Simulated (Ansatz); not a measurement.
# GaSb (F-43m) in Ansatz: settings compared

The runs below take GaSb through relaxation of cell and atoms, single point, with LDA, PBEsol, PBE.

All numbers are computed with Ansatz 0.2.0; they aren't measurements. Logs are shortened: lines on timing, memory, paths and dates and some standing lists are left out, and cuts for length are marked.

**Experimental background.**

A printed reference work, data compilation reports, for a bulk crystal of GaSb at 4.2 K: band gap 0.811 eV (direct).

How close the calculation comes is told below.

## Step 1: The crystal as given

The structure is cubic, space group F-43m (No. 216). Conventional cell: a = 6.118 Å, b = 6.118 Å, c = 6.118 Å, α = 90.00°, β = 90.00°, γ = 90.00°. Sb (site symmetry -43m) is surrounded by 4 Ga at 2.65 Å. Around Ga (site symmetry -43m) lie 4 Sb at 2.65 Å.

## Step 2: Relaxation of cell and atoms, LDA

input.yaml reads:

```yaml
crystal:
  lattice:
    - [0.0, 3.059, 3.059]
    - [3.059, 0.0, 3.059]
    - [3.059, 3.059, 0.0]
  atoms:
    - { symbol: Sb, position: [0.75, 0.75, 0.75] }
    - { symbol: Ga, position: [0.0, 0.0, 0.0] }
hamiltonian:
  xc: lda
  pseudopotentials: { kind: paw }
kpoints:
  mp_grid: { grid: [8, 8, 8] }
scf:
  occupations: { method: fermi_dirac, width: 0.05 }
output:
  forces: true
  stress: true
relax:
  f_tol: 0.01
  max_steps: 40
  cell: { stress_tol: 0.05 }
```

Potentials or basis: Ansatz PAW.

Started as:

```bash
ansatz run input.yaml --threads 2 --pin off --max-ram 5632MiB --backend cpu --events-out ev --progress --plain --runs-dir out
```

What it wrote:

```text
Warning: RAYON_NUM_THREADS=2 ignored (pool sized by the plan → 2); use --threads N
Engine: ansatz 0.2.0, x86_64-unknown-linux-gnu
Pseudopotentials: kind: paw
Pseudopotential: Sb, paw, valence charge 15, recommended cutoff 420 eV (normal), Sb.paw.azcp
Pseudopotential: Ga, paw, valence charge 13, recommended cutoff 420 eV (normal), Ga.paw.azcp
Functional definition: SPW92
  exchange = slater_x
  correlation = pw_c
Crystal: 2 atoms, lattice volume = 57.249 Å³
Basis set: ecut = 420 eV, 1139 PW (Γ)
Bands: 18, of which v1, the nominal top of the filled ones, is band 14 counted from 1 (13 counted from 0)
Symmetry: 24 space group operations
Space group: F-43m (ITA 216), of the structure as read, at distance tolerance 3.9e-5 Å
k-points: 29 of 512 (time reversal used)
Non-local potential: Sb, projectors of the file, l = 0: 2, l = 1: 2, l = 2: 2, l = 3: 2
Non-local potential: Ga, projectors of the file, l = 0: 2, l = 1: 2, l = 2: 3, l = 3: 1
PAW form: soft (Blöchl's): semilocal exchange-correlation on the pseudo side does not see the compensation charge
PAW frozen core: Sb, regenerated for the run's functional, and the local potential with it (the file was generated under x = pbe(κ = 0.804, μ = 0.2195149727645171), c = pbe(β = 0.06672455060314922))
PAW frozen core: Ga, regenerated for the run's functional, and the local potential with it (the file was generated under x = pbe(κ = 0.804, μ = 0.2195149727645171), c = pbe(β = 0.06672455060314922))
PAW one-centre angular grid: Sb, 590 points (default); XC on 64 Gauss nodes
PAW one-centre angular grid: Ga, 590 points (default); XC on 64 Gauss nodes
Initial density: superposition of atomic densities (neutral atoms: chi_scale 0, normalization atom), corrected by the library's trained network
Initial wavefunctions: pseudopotential atomic-orbital guess
Functional: x = slater, c = lda
SCF iter   1: F=—  HF=-10043.039315 eV  |F-HF|=—  |Δ(HF+E_count)|=         —  Δρ=5.76e-3  dr2=8.87e-3  ethr=1.77e-3  ⟨swp⟩=6.1  Hψ=2714  notcnv=0
preconditioner: auto → none  [insulator: Δε(μ)=0.266 eV  Ē_g=14.584 eV  σ=0.050 eV  W_gap=0.66  n_scr=14 (ndim 8)  ℏωp=20.8 eV  f_vac=0.091  D(μ)=0.06/eV (n_scr^D=0)  ε∞_Penn≈3.0]
SCF iter   2: F=—  HF=-10043.035407 eV  |F-HF|=—  |Δ(HF+E_count)|=   3.91e-3  Δρ=2.39e-3  dr2=1.17e-3  ethr=3.17e-5  ⟨swp⟩=2.7  Hψ=1234  notcnv=0
SCF iter   3: F=—  HF=-10043.035413 eV  |F-HF|=—  |Δ(HF+E_count)|=   5.94e-6  Δρ=5.87e-4  dr2=1.47e-4  ethr=4.17e-6  ⟨swp⟩=2.1  Hψ=711  notcnv=0
SCF iter   4: F=—  HF=-10043.035383 eV  |F-HF|=—  |Δ(HF+E_count)|=   2.98e-5  Δρ=2.21e-4  dr2=1.57e-5  ethr=5.26e-7  ⟨swp⟩=2.0  Hψ=782  notcnv=0
SCF iter   5: F=—  HF=-10043.035372 eV  |F-HF|=—  |Δ(HF+E_count)|=   1.16e-5  Δρ=2.52e-5  dr2=3.13e-7  ethr=5.61e-8  ⟨swp⟩=2.0  Hψ=782  notcnv=0
SCF iter   6: F=-10043.035372 eV  HF=-10043.035372 eV  |F-HF|=5.55e-9  |Δ(HF+E_count)|=   7.27e-8  Δρ=5.05e-6  dr2=1.04e-8  ethr=3.57e-10  ⟨swp⟩=4.4  Hψ=1872  notcnv=0
SCF 1 converged in 6 iterations: F = -10043.035372 eV  dr2 = 1.04e-8
relax step   1: F+E_penalty+E_count = -10043.03537186 eV  Δ(F+E_penalty+E_count) = +0.000e0 eV  max|allowed force component| = 1.758e-16 eV/Å  Δτ_max = 0.0000 Å  P = -1.728 GPa  Ω = 57.249 Å³  (6 SCF iters, dr2 threshold 1.00e-7 eV, accepted)
Crystal: 2 atoms, lattice volume = 54.735 Å³
Basis set: ecut = 420 eV, 1067 PW (Γ)
Initial density: handed on by an earlier stage of this run
Initial wavefunctions: those handed on with the density
iter 1 solved again at ethr=6.63e-6 eV; its pass at ethr=3.10e-3 eV (dr2=1.86e-3 eV) is discarded
SCF iter   1: F=—  HF=-10043.045894 eV  |F-HF|=—  |Δ(HF+E_count)|=         —  Δρ=1.67e-3  dr2=1.88e-3  ethr=6.63e-6  ⟨swp⟩=2.4  Hψ=3368  notcnv=0
preconditioner: auto → none  [insulator: Δε(μ)=0.139 eV  Ē_g=14.784 eV  σ=0.050 eV  W_gap=0.56  n_scr=14 (ndim 8)  ℏωp=21.3 eV  f_vac=0.051  D(μ)=0.04/eV (n_scr^D=0)  ε∞_Penn≈3.1]
SCF iter   2: F=—  HF=-10043.045442 eV  |F-HF|=—  |Δ(HF+E_count)|=   4.52e-4  Δρ=7.42e-4  dr2=3.07e-4  ethr=6.63e-6  ⟨swp⟩=1.1  Hψ=524  notcnv=0
SCF iter   3: F=—  HF=-10043.045408 eV  |F-HF|=—  |Δ(HF+E_count)|=   3.44e-5  Δρ=1.73e-4  dr2=1.37e-5  ethr=1.10e-6  ⟨swp⟩=2.8  Hψ=761  notcnv=0
SCF iter   4: F=—  HF=-10043.045403 eV  |F-HF|=—  |Δ(HF+E_count)|=   5.25e-6  Δρ=6.73e-5  dr2=1.75e-6  ethr=4.91e-8  ⟨swp⟩=2.0  Hψ=784  notcnv=0
SCF iter   5: F=-10043.045402 eV  HF=-10043.045402 eV  |F-HF|=4.27e-8  |Δ(HF+E_count)|=   4.06e-7  Δρ=2.11e-5  dr2=1.28e-7  ethr=7.14e-10  ⟨swp⟩=3.0  Hψ=2179  notcnv=0
SCF 2 converged in 5 iterations: F = -10043.045402 eV  dr2 = 1.28e-7
relax step   2: F+E_penalty+E_count = -10043.04540226 eV  Δ(F+E_penalty+E_count) = -1.003e-2 eV  max|allowed force component| = 7.401e-17 eV/Å  Δτ_max = 0.0000 Å  P = +0.598 GPa  Ω = 54.735 Å³  energy of the carried Pulay correction = +4.741e-4 eV  (5 SCF iters, dr2 threshold 2.00e-7 eV, accepted)
Crystal: 2 atoms, lattice volume = 55.360 Å³
iter 1 solved again at ethr=5.40e-7 eV; its pass at ethr=3.10e-3 eV (dr2=1.51e-4 eV) is discarded
SCF iter   1: F=—  HF=-10043.046403 eV  |F-HF|=—  |Δ(HF+E_count)|=         —  Δρ=4.29e-4  dr2=1.25e-4  ethr=5.40e-7  ⟨swp⟩=3.3  Hψ=3271  notcnv=0
preconditioner: auto → none  [insulator: Δε(μ)=0.290 eV  Ē_g=14.722 eV  σ=0.050 eV  W_gap=0.56  n_scr=14 (ndim 8)  ℏωp=21.2 eV  f_vac=0.075  D(μ)=0.06/eV (n_scr^D=0)  ε∞_Penn≈3.1]
SCF iter   2: F=—  HF=-10043.046373 eV  |F-HF|=—  |Δ(HF+E_count)|=   2.99e-5  Δρ=1.89e-4  dr2=2.03e-5  ethr=4.48e-7  ⟨swp⟩=1.1  Hψ=525  notcnv=0
SCF iter   3: F=—  HF=-10043.046371 eV  |F-HF|=—  |Δ(HF+E_count)|=   2.51e-6  Δρ=4.12e-5  dr2=9.31e-7  ethr=7.24e-8  ⟨swp⟩=2.2  Hψ=667  notcnv=0
SCF iter   4: F=-10043.046370 eV  HF=-10043.046370 eV  |F-HF|=6.69e-8  |Δ(HF+E_count)|=   3.67e-7  Δρ=1.65e-5  dr2=1.01e-7  ethr=7.14e-10  ⟨swp⟩=5.1  Hψ=2102  notcnv=0
SCF 3 converged in 4 iterations: F = -10043.046370 eV  dr2 = 1.01e-7
relax step   3: F+E_penalty+E_count = -10043.04637008 eV  Δ(F+E_penalty+E_count) = -9.678e-4 eV  max|allowed force component| = 2.255e-17 eV/Å  Δτ_max = 0.0000 Å  P = -0.033 GPa  Ω = 55.360 Å³  energy of the carried Pulay correction = +3.542e-4 eV  (4 SCF iters, dr2 threshold 2.00e-7 eV, accepted)
Initial wavefunctions: pseudopotential atomic-orbital guess (no wavefunctions were taken with the density)
iter 1 solved again at ethr=3.60e-7 eV; its pass at ethr=3.10e-3 eV (dr2=1.01e-4 eV) is discarded
SCF iter   1: F=—  HF=-10043.046018 eV  |F-HF|=—  |Δ(HF+E_count)|=         —  Δρ=3.09e-5  dr2=1.24e-7  ethr=3.60e-7  ⟨swp⟩=3.0  Hψ=4019  notcnv=0
eigensolver tolerance schedule: the retry pair's looser diagonalisation over-reported the residual by 814.13 of it (diagonalisation noise at 0.10 of the residual, at the tolerance the schedule requests for it); recorded, not acted on — ethr = c·dr2/N_el stays at c = 1.0e-1
preconditioner: auto → none  [insulator: Δε(μ)=0.291 eV  Ē_g=14.724 eV  σ=0.050 eV  W_gap=0.56  n_scr=14 (ndim 8)  ℏωp=21.2 eV  f_vac=0.070  D(μ)=0.06/eV (n_scr^D=0)  ε∞_Penn≈3.1]
SCF iter   2: F=—  HF=-10043.046015 eV  |F-HF|=—  |Δ(HF+E_count)|=   3.00e-6  Δρ=2.43e-5  dr2=1.19e-7  ethr=4.42e-10  ⟨swp⟩=2.2  Hψ=816  notcnv=0
SCF iter   3: F=—  HF=-10043.046015 eV  |F-HF|=—  |Δ(HF+E_count)|=   8.71e-9  Δρ=7.34e-6  dr2=9.05e-9  ethr=4.24e-10  ⟨swp⟩=2.0  Hψ=736  notcnv=0
SCF iter   4: F=—  HF=-10043.046015 eV  |F-HF|=—  |Δ(HF+E_count)|=   1.33e-9  Δρ=5.39e-7  dr2=1.28e-10  ethr=3.23e-11  ⟨swp⟩=2.0  Hψ=784  notcnv=0
SCF iter   5: F=-10043.046015 eV  HF=-10043.046015 eV  |F-HF|=1.82e-12  |Δ(HF+E_count)|=  5.46e-12  Δρ=2.22e-7  dr2=1.12e-11  ethr=1.00e-12  ⟨swp⟩=6.0  Hψ=2378  notcnv=0
SCF 4 converged in 5 iterations: F = -10043.046015 eV  dr2 = 1.12e-11
relax step   4: F+E_penalty+E_count = -10043.04601522 eV  Δ(F+E_penalty+E_count) = +3.549e-4 eV  max|allowed force component| = 6.476e-17 eV/Å  Δτ_max = 0.0000 Å  P = -0.031 GPa  Ω = 55.360 Å³  stress off target by 3.15e-2 GPa  SCF on the basis re-selected at this cell (its energy is not comparable with the rows above)  (5 SCF iters)
basis re-selected at this cell: Δ(F+E_penalty+E_count) = +3.549e-4 eV, ΔP = +0.002 GPa vs the last step (what re-selecting the basis moved, of the pressure what is left beyond the Pulay correction that the steps carried, after the strain that the cell walked since its last selection, with what the two solves' SCF thresholds leave and, on support functions, any second-order correction that the steps lacked; it is no measure of the basis error at this ecutwfc). This SCF's stress stands 3.15e-2 GPa from its target on what of the cell is left free (relax.cell.stress_tol is 5.00e-2 GPa) and its largest allowed force component is 6.48e-17 eV/Å (relax.f_tol is 1.00e-2 eV/Å): within both
SCF converged after 5 iterations
Free energy (F): -10043.046015 eV
Harris-Foulkes:  -10043.046015 eV  (|F-HF|=1.82e-12)
Internal energy: -10043.045538 eV  (E = F + TS)
E sigma→0 (E₀):  -10043.045777 eV
Entropy (-TS):   -0.000477 eV (-0.239 meV/atom)
Fermi energy:    7.903101 eV
--- Per-component energies (eV) ---
  E_band       = -260.196924
  E_kinetic    = 325.646629
  E_local      = -3878.171351  (includes V_loc(G=0)·N_el)
  E_nonlocal   = 793.270292
  E_hartree    = 1782.806048
  E_xc         = -207.013355
  E_vxc        = -156.373863  (∫ρ·V_xc dr)
  E_paw        = -6339.908605  (= ΣΔE_a)
  E_vpaw       = -910.180682  (= ΣTr[D̂ρ^β])
  E_aug_tail   = -0.000125  (compensation charges beyond the density's cutoff)
  E_ewald      = -2521.962375
  E_core_change = 2.287303  (= ΣΔE_core)
  E_smearing   = -0.000477  (= −TS)
  E_closure    = 0.000000  (closes the sum)
  Σ components = -10043.046015   (vs F -10043.046015, Δ=0.00e0)
--- Forces (eV/Å), atoms counted from 1 ---
  atom   1  Sb     0.00000000     0.00000000     0.00000000
  atom   2  Ga    -0.00000000    -0.00000000     0.00000000
  max |Σ_I F_I| component: 4.97e-17 eV/Å
--- Stress (GPa, compression-positive) ---
       -0.031474       0.000000       0.000000
        0.000000      -0.031474       0.000000
        0.000000       0.000000      -0.031474
  P = ⅓ Tr σ = -0.0315 GPa (-0.315 kbar)
--- Relaxed structure (3 steps of the walk, 3 accepted, 1 SCFs on fresh bases) ---
  F+E_penalty+E_count = -10043.04601522 eV   max|allowed force component| = 6.476e-17 eV/Å   (the final SCF, on the basis selected at the relaxed cell)
  cell:  # Å, volume = 55.3605 Å³
    - [2.8534083384215312e-33, 3.0249851143203736, 3.0249851143203736]
    - [3.0249851143203736, 1.0037882904804312e-32, 3.0249851143203736]
    - [3.0249851143203736, 3.0249851143203736, 6.522076202106356e-33]
  atoms:
    - { symbol: Sb, position: [0.7499999999999999, 0.7499999999999999, 0.7499999999999999] }
    - { symbol: Ga, position: [2.1878413065530055e-33, -1.8415642652280693e-33, -2.5236251042014287e-33] }
```

Run time: 10 s. Hardware: 2 threads of Intel Xeon at 2.70GHz, shared host; peak memory 0.38 GiB.

What came out:

```
Free energy                            : -10043.0460 eV
Relaxed volume                         : 27.68 Å³/atom
Relaxed cell                           : a = 4.278 Å, b = 4.278 Å, c = 4.278 Å, α = 60.00°, β = 60.00°, γ = 60.00°
Space group after relaxing (to 0.05 Å) : F-43m (No. 216)
Energy gained by relaxing              : 5.3 meV/atom
Ionic steps                            : 4
Pressure after relaxing                : 0.0 GPa
```

The path:
```csv
step,energy change (eV),largest force (eV/Å),volume (Å³)
1,0.0000,0.0000,57.25
2,-0.0100,0.0000,54.74
3,-0.0110,0.0000,55.36
4,-0.0106,0.0000,55.36
```

Final structure:
```
CELL_PARAMETERS angstrom
0.00000 3.02499 3.02499
3.02499 0.00000 3.02499
3.02499 3.02499 0.00000
ATOMIC_POSITIONS crystal
Sb 0.75000 0.75000 0.75000
Ga 0.00000 0.00000 0.00000
```

Caveat: the plane-wave basis is chosen anew once the cell has moved, so the energies of steps on either side of that aren't comparable; the PAW data sets come from PBE, with cores solved anew for the run's functional, which leaves a small shift of forces and pressure.

## Step 3: Relaxation of cell and atoms, PBEsol

Edit input.yaml of step 2 so:

```diff
@@ -9,3 +9,3 @@
 hamiltonian:
-  xc: lda
+  xc: pbesol
   pseudopotentials: { kind: paw }
```

Potentials or basis: Ansatz PAW.

Started as:

```bash
ansatz run input.yaml --threads 2 --pin off --max-ram 5632MiB --backend cpu --events-out ev --progress --plain --runs-dir out
```

It took 7.5 s on 2 threads of Intel Xeon at 2.70GHz, shared host; peak memory 0.39 GiB.

Results (log left out):

| Property | Result |
| --- | --- |
| Free energy | -10151.5276 eV |
| Relaxed volume | 28.51 Å³/atom |
| Relaxed cell | a = 4.320 Å, b = 4.320 Å, c = 4.320 Å, α = 60.00°, β = 60.00°, γ = 60.00° |
| Space group after relaxing (to 0.05 Å) | F-43m (No. 216) |
| Energy gained by relaxing | 0.0 meV/atom |
| Ionic steps | 3 |
| Pressure after relaxing | 0.0 GPa |

Final structure:
```yaml
crystal:
  lattice:
    - [0.00000, 3.05490, 3.05490]
    - [3.05490, 0.00000, 3.05490]
    - [3.05490, 3.05490, 0.00000]
  atoms:
    - { symbol: Sb, position: [0.75000, 0.75000, 0.75000] }
    - { symbol: Ga, position: [0.00000, 0.00000, 0.00000] }
```

Caveat: the plane-wave basis is chosen anew once the cell has moved, so the energies of steps on either side of that aren't comparable; the PAW data sets come from PBE, with cores solved anew for the run's functional, which leaves a small shift of forces and pressure. The run has no spin-orbit coupling, so splittings on Sb are missing.

## Step 4: Single point, PBE

input.yaml reads:

```yaml
crystal:
  lattice:
    - [0.0, 3.059, 3.059]
    - [3.059, 0.0, 3.059]
    - [3.059, 3.059, 0.0]
  atoms:
    - { symbol: Sb, position: [0.75, 0.75, 0.75] }
    - { symbol: Ga, position: [0.0, 0.0, 0.0] }
hamiltonian:
  xc: pbe
  pseudopotentials: { kind: paw }
kpoints:
  mp_grid: { grid: [8, 8, 8] }
scf:
  occupations: { method: gaussian, width: 0.011 }
output:
  forces: true
  stress: true
  eigenvalues: true
```

Started as:

```bash
ansatz run input.yaml --threads 2 --pin off --max-ram 5632MiB --backend cpu --events-out ev --progress --plain --runs-dir out
```

It took 4.8 s on 2 threads of Intel Xeon at 2.70GHz, shared host; peak memory 0.37 GiB.

It converged, with:

```
Free energy            : -10267.8142 eV
Pressure               : 2.3 GPa
Band gap on the k mesh : 0.03 eV, direct
```

Levels at points of the mesh, in eV from the valence-band top:
```csv
k point,band 11,band 12,band 13,band 14,band 15,band 16,band 17,band 18
"(0.00, 0.00, 0.00)",-11.48,0.00,0.00,0.00,0.03,2.79,2.79,2.79
"(0.00, 0.00, -0.50)",-9.85,-6.36,-1.15,-1.15,0.41,3.76,3.76,6.48
"(0.00, -0.50, -0.50)",-9.03,-6.80,-2.57,-2.57,0.92,1.26,8.72,8.72
```

Caveat: spin-orbit coupling is left out, which moves the levels of the heavy elements.

## Step 5: Relaxation of cell and atoms, PBE

Edit input.yaml of step 4 so:

```diff
@@ -14,3 +14,3 @@
 scf:
-  occupations: { method: gaussian, width: 0.011 }
+  occupations: { method: fermi_dirac, width: 0.05 }
 output:
@@ -18,2 +18,5 @@
   stress: true
-  eigenvalues: true
+relax:
+  f_tol: 0.01
+  max_steps: 40
+  cell: { stress_tol: 0.05 }
```

Potentials or basis: Ansatz PAW.

Started as:

```bash
ansatz run input.yaml --threads 2 --pin off --max-ram 5632MiB --backend cpu --events-out ev --progress --plain --runs-dir out
```

What it wrote:

```text
Warning: RAYON_NUM_THREADS=2 ignored (pool sized by the plan → 2); use --threads N
Engine: ansatz 0.2.0, x86_64-unknown-linux-gnu
Pseudopotentials: kind: paw
Pseudopotential: Sb, paw, valence charge 15, recommended cutoff 420 eV (normal), Sb.paw.azcp
Pseudopotential: Ga, paw, valence charge 13, recommended cutoff 420 eV (normal), Ga.paw.azcp
Functional definition: PBE
  parameter kappa = 0.804
  parameter beta = 0.06672455060314922
  exchange = pbe_x(kappa = kappa, mu = beta*pi^2/3)
  correlation = pbe_c(beta = beta)
Crystal: 2 atoms, lattice volume = 57.249 Å³
Basis set: ecut = 420 eV, 1139 PW (Γ), exchange–correlation on 60×60×60 points (8 copies of the dense FFT grid, shifted against one another)
Bands: 18, of which v1, the nominal top of the filled ones, is band 14 counted from 1 (13 counted from 0)
Symmetry: 24 space group operations
Space group: F-43m (ITA 216), of the structure as read, at distance tolerance 3.9e-5 Å
k-points: 29 of 512 (time reversal used)
Non-local potential: Sb, projectors of the file, l = 0: 2, l = 1: 2, l = 2: 2, l = 3: 2
Non-local potential: Ga, projectors of the file, l = 0: 2, l = 1: 2, l = 2: 3, l = 3: 1
PAW form: soft (Blöchl's): semilocal exchange-correlation on the pseudo side does not see the compensation charge
PAW one-centre angular grid: Sb, 590 points (default); XC on 64 Gauss nodes
[... 80 lines left out ...]
  E_local      = -3976.400282  (includes V_loc(G=0)·N_el)
  E_nonlocal   = 787.003702
  E_hartree    = 1826.265940
  E_xc         = -206.844737
  E_vxc        = -153.303875  (∫ρ·V_xc dr)
  E_paw        = -6564.710460  (= ΣΔE_a)
  E_vpaw       = -906.764970  (= ΣTr[D̂ρ^β])
  E_aug_tail   = -0.000121  (compensation charges beyond the density's cutoff)
  E_ewald      = -2455.145487
  E_smearing   = -0.000508  (= −TS)
  E_closure    = -0.000000  (closes the sum)
  Σ components = -10267.833825   (vs F -10267.833825, Δ=0.00e0)
--- Forces (eV/Å), atoms counted from 1 ---
  atom   1  Sb     0.00000000     0.00000000    -0.00000000
  atom   2  Ga     0.00000000     0.00000000     0.00000000
  max |Σ_I F_I| component: 7.40e-17 eV/Å
--- Stress (GPa, compression-positive) ---
       -0.001540       0.000000       0.000000
        0.000000      -0.001540       0.000000
        0.000000       0.000000      -0.001540
  P = ⅓ Tr σ = -0.0015 GPa (-0.015 kbar)
--- Relaxed structure (4 steps of the walk, 4 accepted, 2 SCFs on fresh bases) ---
  F+E_penalty+E_count = -10267.83382488 eV   max|allowed force component| = 2.949e-17 eV/Å   (the final SCF, on the basis selected at the relaxed cell)
  cell:  # Å, volume = 60.0045 Å³
    - [4.17205384058162e-34, 3.107310211396635, 3.107310211396635]
    - [3.107310211396635, 1.819367366404375e-32, 3.107310211396635]
    - [3.107310211396635, 3.107310211396635, 1.3967699492994596e-32]
  atoms:
    - { symbol: Sb, position: [0.75, 0.75, 0.75] }
    - { symbol: Ga, position: [1.4638074928735939e-33, -4.774425872813514e-34, -1.7890980468455036e-33] }
```

It took 18 s on 2 threads of Intel Xeon at 2.70GHz, shared host; peak memory 0.4 GiB.

Results:

- Free energy: -10267.8338 eV
- Relaxed volume: 30.00 Å³/atom
- Relaxed cell: a = 4.394 Å, b = 4.394 Å, c = 4.394 Å, α = 60.00°, β = 60.00°, γ = 60.00°
- Space group after relaxing (to 0.05 Å): F-43m (No. 216)
- Energy gained by relaxing: 9.7 meV/atom
- Ionic steps: 6
- Pressure after relaxing: 0.0 GPa

Step by step:
| step | energy change (eV) | largest force (eV/Å) | volume (Å³) |
| --- | --- | --- | --- |
| 1 | 0.0000 | 0.0000 | 57.25 |
| 2 | -0.0173 | 0.0000 | 60.77 |
| 3 | -0.0187 | 0.0000 | 60.07 |
| 4 | -0.0193 | 0.0000 | 60.07 |
| 5 | -0.0193 | 0.0000 | 60.00 |
| 6 | -0.0193 | 0.0000 | 60.00 |

Final structure:
```
Sb Ga
1.0
     0.00000    3.10731    3.10731
     3.10731    0.00000    3.10731
     3.10731    3.10731    0.00000
Sb Ga
1 1
Direct
  0.75000 0.75000 0.75000
  0.00000 0.00000 0.00000
```

Caveat: the plane-wave basis is chosen anew once the cell has moved, so the energies of steps on either side of that aren't comparable.

## Step 6: Summary

```tsv
task	level	cell	smearing	pressure (GPa)	relaxed volume (Å³/atom)
relaxation of cell and atoms	LDA	relaxed	fermi-dirac 0.05 eV	0.0	27.68
relaxation of cell and atoms	PBEsol	relaxed	fermi-dirac 0.05 eV	0.0	28.51
single point	PBE	as given	gaussian 0.011 eV	2.3	-
relaxation of cell and atoms	PBE	relaxed	fermi-dirac 0.05 eV	0.0	30.00
```

Alike in all rows: potentials or basis Ansatz PAW; no spin polarisation; k mesh 8 × 8 × 8; cutoff (eV) 420.

Caveats: the plane-wave basis is chosen anew once the cell has moved, so the energies of steps on either side of that aren't comparable (some runs); the PAW data sets come from PBE, with cores solved anew for the run's functional, which leaves a small shift of forces and pressure (some runs); spin-orbit coupling is left out, which moves the levels of the heavy elements (some runs).

Absolute energies hang on the potentials; compare differences alone.

## Step 7: Comparison with measurements

Step 4. Against the measured gap of GaSb, 0.811 eV (direct; 4.2 K; a printed reference work, data compilation), the calculated 0.03 eV is off by -0.78 eV. Spin-orbit coupling on Ga, Sb is left out. The value is that of PBE on a finite k mesh, which can miss the band edges, without temperature or zero-point motion. Semilocal functionals fall short of measured gaps as a rule.
